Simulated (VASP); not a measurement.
# MoS2 (R-3m) in VASP: notebook, part 2 of 2

VASP 6.6.1. Earlier steps stand in the parts before.

## 4. Single point, PBEsol, spin-orbit coupling, no magnetisation

File INCAR:

```
PREC     = Accurate       # precision mode
ENCUT    = 300            # plane-wave cutoff, eV
EDIFF    = 1E-7           # SCF threshold, eV
ISMEAR   = 0              # smearing method
SIGMA    = 0.02           # smearing width, eV
LREAL    = False          # projectors in reciprocal space
LASPH    = True           # aspherical terms in the spheres
NELM     = 100            # most SCF steps
ALGO     = Normal         # electronic algorithm
ISIF     = 2              # what is computed and relaxed
LWAVE    = False          # write WAVECAR
LCHARG   = False          # write CHGCAR
MAGMOM   = 0 0 0 0 0 0 0 0 0 # initial moments
LORBIT   = 11             # projections on sites
LSORBIT  = True           # spin-orbit coupling
GGA_COMPAT= False        
LMAXMIX  = 4              # l up to which the mixer works
GGA      = PS             # functional
NBANDS   = 42             # bands
```

File KPOINTS:

```
regular mesh
0
Gamma
  6 6 6
```

File POSCAR:

```
MoS2
1.0
    1.5855000000      0.9153888518      6.1149966667
   -1.5855000000      0.9153888518      6.1149966667
    0.0000000000     -1.8307777036      6.1149966667
Mo S
1 2
Direct
    0.0000000000      0.0000000000      0.0000000000
    0.2500000000      0.2500000000      0.2500000000
    0.7500000000      0.7500000000      0.7500000000
```

Potentials or basis: VASP PAW PBE potentials, release 64 (Mo_sv, S).

Started as:

```bash
> cat potpaw_PBE.64/Mo_sv/POTCAR potpaw_PBE.64/S/POTCAR > POTCAR
> mpirun -np 1 vasp_ncl > vasp.out
```

OUTCAR:

```text
PREC = Accurate
   ENCUT = 300
   EDIFF = 1E-7
   ISMEAR = 0
   LREAL = False
   LASPH = True
   NELM = 100
   ISIF = 2
   LORBIT = 11
   LSORBIT = True
   GGA = PS

 Found     32 irreducible k-points:

 Following reciprocal coordinates:
            Coordinates               Weight
  0.000000  0.000000  0.000000      1.000000
  0.166667  0.000000  0.000000      6.000000
  0.333333 -0.000000  0.000000      6.000000
  0.500000  0.000000  0.000000      3.000000
  0.166667  0.166667  0.000000      6.000000
  0.333333  0.166667  0.000000     12.000000
   k-points           NKPTS =     32   k-points in BZ     NKDIM =     32   number of bands    NBANDS=     42
   number of dos      NEDOS =    301   number of ions     NIONS =      3
   total plane-waves  NPLWV =  46656
   dimension x,y,z NGX =    36 NGY =   36 NGZ =   36
   dimension x,y,z NGXF=    72 NGYF=   72 NGZF=   72
   ions per type =               1   2
   NGX,Y,Z   is equivalent  to a cutoff of   9.38,  9.38,  9.38 a.u.
   NGXF,Y,Z  is equivalent  to a cutoff of  18.75, 18.75, 18.75 a.u.
 SYSTEM =  unknown system
   PREC   = accura    normal or accurate (medium, high low for compatibility)
   ISTART =      0    job   : 0-new  1-cont  2-samecut
   ICHARG =      2    charge: 1-file 2-atom 10-const
   ISPIN  =      1    spin polarized calculation?
   LNONCOLLINEAR =      T non collinear calculations
   LSORBIT =      T    spin-orbit coupling
   LASPH  =      T    aspherical Exc in radial PAW
   ENCUT  =  300.0 eV  22.05 Ry    4.70 a.u.   9.01  9.01  9.01*2*pi/ulx,y,z
   NELM   =    100;   NELMIN=  2; NELMDL= -5     # of ELM steps
   EDIFF  = 0.1E-06   stopping-criterion for ELM
   LREAL  =      F    real-space projection
   EDIFFG = 0.1E-05   stopping-criterion for IOM
   NSW    =      0    number of steps for IOM
   IBRION =     -1    ionic relax: 0-MD 1-quasi-New 2-CG
   NFREE  =      0    steps in history (QN), initial steepest desc. (CG)
   ISIF   =      2    stress and relaxation
   ISYM   =      2    0-nonsym 1-usesym 2-fastsym
   POTIM  = 0.5000    time-step for ionic-motion
   TEBEG  =    0.0;   TEEND  =   0.0 temperature during run
   PSTRESS=    0.0 pullay stress
   NELECT =      26.0000    total number of electrons
   NUPDOWN=      -1.0000    fix difference up-down
   EMIN   =  10.00;   EMAX   =-10.00  energy-range for DOS
   EFERMI =   0.00;   METHOD = LEGACY
   ISMEAR =     0;   SIGMA  =   0.02  broadening in eV -4-tet -1-fermi 0-gaus
   EFERMI_NEDOS =   21; number of points for ismear=-14 and -15
   IALGO  =     38    algorithm
   IMIX   =      4    mixing-type and parameters
     AMIX     =   0.40;   BMIX     =  1.00
     AMIX_MAG =   1.60;   BMIX_MAG =  1.00
  volume/ion in A,a.u.               =      17.75       119.78
  Fermi-wavevector in a.u.,A,eV,Ry     =   1.289118  2.436081 22.610522  1.661826
  Thomas-Fermi vector in A             =   2.421031
   LORBIT       =     11    0 simple, 1 ext, 2 COOP (PROOUT), +10 PAW based schemes
   GGA     = PS    functional components
   LHFCALC =     F    Hartree Fock is set to
   AEXX    =    0.0000 exact exchange contribution
   IVDW    =     0    specifies the selected vdW correction
   LEPSILON=     F    determine dielectric tensor
   LRPA    =     F    only Hartree local field effects (RPA)
 Gauss-broadening in eV      SIGMA  =   0.02
  energy-cutoff  :      300.00
  volume of cell :       53.25
 maximum number of plane-waves:      1308
   NGX = 19   NGY = 19   NGZ = 19

 number of electron      26.0000000 magnetization       0.0000000      0.0000000      0.0000000

 number of electron      25.9999992 magnetization       0.0000000     -0.0000000      0.0000000

 number of electron      25.9999992 magnetization      -0.0000000     -0.0000000      0.0000000

 Free energy of the ion-electron system (eV)
  ---------------------------------------------------
  ext. energy  EPLUGINS =         0.00000000
  ---------------------------------------------------
  free energy    TOTEN  =       -22.71955518 eV

  energy without entropy =      -22.71931696  energy(sigma->0) =      -22.71943607

 E-fermi :   7.5462     XC(G=0): -11.0020

 val. band max:        7.5294349672   @ k =   0.0000   0.0000   0.0000
 cond. band min:       7.5587777936   @ k =  -0.3333   0.5000   0.3333
 fundamental gap:      0.0293428264
 Fermi energy:         7.5461963589

 k-point     1 :       0.0000    0.0000    0.0000
  band No.  band energies     occupation
      1     -53.9759      1.00000
      2     -53.9759      1.00000
      3     -29.6766      1.00000
      4     -29.6766      1.00000
      5     -27.2892      1.00000
      6     -27.2892      1.00000
[... 235 lines left out ...]
     37      16.2424      0.00000
     38      16.2424      0.00000

 [... further k-points ...]

 [bands above 38 left out]

------------------------ aborting loop because EDIFF is reached ----------------------------------------

  FORCE on cell =-STRESS in cart. coord.  units (eV):
  Direction    XX          YY          ZZ          XY          YZ          ZX
  --------------------------------------------------------------------------------------
  -------------------------------------------------------------------------------------
  Total        0.3552513      0.3552513      1.8073043      0.0000000      0.0000000      0.0000000
  in kB       10.6887510     10.6887510     54.3779101      0.0000000      0.0000000      0.0000000
  external PRESSURE =      25.2518040 kB  Pullay stress =       0.0000000 kB

 VOLUME and BASIS-vectors are now :
 -----------------------------------------------------------------------------
  energy-cutoff  :      300.00
  volume of cell :       53.25
      direct lattice vectors                 reciprocal lattice vectors
     1.585500000  0.915388852  6.114996667     0.315357931  0.182071986  0.054510796
    -1.585500000  0.915388852  6.114996667    -0.315357931  0.182071986  0.054510796
     0.000000000 -1.830777704  6.114996667     0.000000000 -0.364143973  0.054510796

 POSITION                                       TOTAL-FORCE (eV/Angst)
 -----------------------------------------------------------------------------------
      0.00000      0.00000      0.00000         0.000000     -0.000000     -0.000000
      0.00000      0.00000      4.58625         0.000000     -0.000000     -0.700283
      0.00000      0.00000     13.75874         0.000000      0.000000      0.700283
 -----------------------------------------------------------------------------------
    total drift:                               -0.000000     -0.000000      0.000000

  FREE ENERGIE OF THE ION-ELECTRON SYSTEM (eV)
  ---------------------------------------------------
  free  energy   TOTEN  =       -22.7195551833 eV

  energy  without entropy=      -22.7193169590  energy(sigma->0) =      -22.71943607

 Spin-Orbit-Coupling matrix elements

 Ion:    1  E_soc:     -0.1945213
 l=   1
     0.0000000    -0.0294441    -0.0293265
    -0.0294441     0.0000000    -0.0294441
    -0.0293265    -0.0294441     0.0000000
 l=   2
     0.0000000    -0.0005184     0.0000000    -0.0005184    -0.0026806
    -0.0005184     0.0000000    -0.0019394    -0.0004129    -0.0005184
     0.0000000    -0.0019394     0.0000000    -0.0019394     0.0000000
    -0.0005184    -0.0004129    -0.0019394     0.0000000    -0.0005184
    -0.0026806    -0.0005184     0.0000000    -0.0005184     0.0000000
 l=   3
     0.0000000     0.0000000     0.0000000     0.0000000     0.0000000     0.0000000     0.0000000
     0.0000000     0.0000000     0.0000000     0.0000000     0.0000000     0.0000000     0.0000000
     0.0000000     0.0000000     0.0000000     0.0000000     0.0000000     0.0000000     0.0000000
     0.0000000     0.0000000     0.0000000     0.0000000     0.0000000     0.0000000     0.0000000
[... 29 lines left out ...]
 l=   2
     0.0000000     0.0000000     0.0000000     0.0000000     0.0000000
     0.0000000     0.0000000     0.0000000     0.0000000     0.0000000
     0.0000000     0.0000000     0.0000000     0.0000000     0.0000000
     0.0000000     0.0000000     0.0000000     0.0000000     0.0000000
     0.0000000     0.0000000     0.0000000     0.0000000     0.0000000
 l=   3
     0.0000000     0.0000000     0.0000000     0.0000000     0.0000000     0.0000000     0.0000000
     0.0000000     0.0000000     0.0000000     0.0000000     0.0000000     0.0000000     0.0000000
     0.0000000     0.0000000     0.0000000     0.0000000     0.0000000     0.0000000     0.0000000
     0.0000000     0.0000000     0.0000000     0.0000000     0.0000000     0.0000000     0.0000000
     0.0000000     0.0000000     0.0000000     0.0000000     0.0000000     0.0000000     0.0000000
     0.0000000     0.0000000     0.0000000     0.0000000     0.0000000     0.0000000     0.0000000
     0.0000000     0.0000000     0.0000000     0.0000000     0.0000000     0.0000000     0.0000000

 total charge

# of ion       s       p       d       tot
------------------------------------------
    1        2.308   6.236   3.955  12.499
    2        1.360   2.329   0.000   3.689
    3        1.360   2.329   0.000   3.689
--------------------------------------------------
tot          5.027  10.894   3.955  19.876

 magnetization (x)

# of ion       s       p       d       tot
------------------------------------------
    1       -0.000   0.000  -0.000  -0.000
    2        0.000   0.000   0.000   0.000
    3        0.000  -0.000   0.000  -0.000
--------------------------------------------------
tot         -0.000  -0.000  -0.000  -0.000

 magnetization (y)

# of ion       s       p       d       tot
------------------------------------------
    1        0.000   0.000   0.000   0.000
    2        0.000   0.000   0.000   0.000
    3        0.000   0.000   0.000   0.000
--------------------------------------------------
tot          0.000   0.000   0.000   0.000

 magnetization (z)

# of ion       s       p       d       tot
------------------------------------------
    1        0.000   0.000   0.000   0.000
    2        0.000   0.000   0.000   0.000
    3        0.000   0.000   0.000   0.000
--------------------------------------------------
tot          0.000   0.000   0.000   0.000
```

Wall time 1.7 min (1 thread of Intel Xeon 6975P-C (Granite Rapids), shared host); peak memory 0.4 GiB.

These settings aren't checked as converged: the numbers below hold their error.

What came out:

- Free energy: -22.7196 eV
- Pressure: 2.5 GPa
- Largest force: 0.700 eV/Å
- Valence electrons inside the program's atomic spheres: Mo 12.50; S 3.69

Caveat: the k mesh is coarse (spacing up to 0.39 Å⁻¹), so the values aren't converged; the cutoff is under 1.25 times the usual one of these potentials, so pressure, stress and relaxed cells hold a basis-set (Pulay) error; the PAW data sets were made with another functional, which shifts forces and pressure a little; the cell's inner coordinates are idealised or old, which leaves forces on the atoms.

## 5. Single point, PBEsol, spin-orbit coupling, no magnetisation

INCAR: that of step 4 with these lines changed.

```diff
@@ -1,4 +1,4 @@
 PREC     = Accurate       # precision mode
-ENCUT    = 300            # plane-wave cutoff, eV
-EDIFF    = 1E-7           # SCF threshold, eV
+ENCUT    = 350            # plane-wave cutoff, eV
+EDIFF    = 0.001          # SCF threshold, eV
 ISMEAR   = 0              # smearing method
```

KPOINTS is that of step 4.

POSCAR is that of step 4.

Started as:

```bash
> cat potpaw_PBE.64/Mo_sv/POTCAR potpaw_PBE.64/S/POTCAR > POTCAR
> mpirun -np 1 vasp_ncl > vasp.out
```

Run time: 1.8 min. Hardware: 1 thread of Intel Xeon 6975P-C (Granite Rapids), shared host; peak memory 0.49 GiB.

The run converged, but some of its settings lie outside the range that counts as converged, so its numbers aren't taken as properties of the crystal.

Results:

| Property | Result |
| --- | --- |
| Free energy | -22.7219 eV |
| Pressure | 2.1 GPa |
| Largest force | 0.715 eV/Å |
| Valence electrons inside the program's atomic spheres | Mo 12.50; S 3.69 |

Caveat: the k mesh is coarse (spacing up to 0.39 Å⁻¹), so the values aren't converged; the PAW data sets were made with another functional, which shifts forces and pressure a little; the cell's inner coordinates are idealised or old, which leaves forces on the atoms.

## 6. Single point, PBEsol, spin-orbit coupling, no magnetisation

INCAR: that of step 5 with these lines changed.

```diff
@@ -2,6 +2,6 @@
 ENCUT    = 350            # plane-wave cutoff, eV
-EDIFF    = 0.001          # SCF threshold, eV
+EDIFF    = 1E-7           # SCF threshold, eV
 ISMEAR   = 0              # smearing method
 SIGMA    = 0.02           # smearing width, eV
-LREAL    = False          # projectors in reciprocal space
+LREAL    = Auto         
 LASPH    = True           # aspherical terms in the spheres
```

KPOINTS is that of step 5.

POSCAR is that of step 5.

Potentials or basis: VASP PAW PBE potentials, release 64 (Mo_sv, S).

Started as:

```bash
> cat potpaw_PBE.64/Mo_sv/POTCAR potpaw_PBE.64/S/POTCAR > POTCAR
> mpirun -np 1 vasp_ncl > vasp.out
```

Wall time 6.5 min (1 thread of Intel Xeon 6975P-C (Granite Rapids), shared host); peak memory 0.48 GiB.

These settings aren't checked as converged: the numbers below hold their error.

Results:

* Free energy: -22.7228 eV
* Pressure: 2.5 GPa
* Largest force: 0.703 eV/Å
* Valence electrons inside the program's atomic spheres: Mo 12.51; S 3.68

Caveat: the k mesh is coarse (spacing up to 0.39 Å⁻¹), so the values aren't converged; the PAW data sets were made with another functional, which shifts forces and pressure a little; the cell's inner coordinates are idealised or old, which leaves forces on the atoms.
